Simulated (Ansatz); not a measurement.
Q: Name crystals whose computed values (PBE (plane waves, PAW; program Ansatz)) fall in these windows: ε0 25 to 34; B₀ by P(V) fit (GPa) 150 to 210.

A: 

| crystal | ε0 | B₀ by P(V) fit (GPa) |
|---|---|---|
| LaAlO3, R-3c (La on 6a, Al on 6b, O on 18e) | 29.8 | 180 |
Others may fit too.

The cell was relaxed under the symmetry of its start. Scalar-relativistic: spin–orbit coupling is off unless named, which matters more the heavier the elements.

Potentials: the later of the program's two PAW sets.
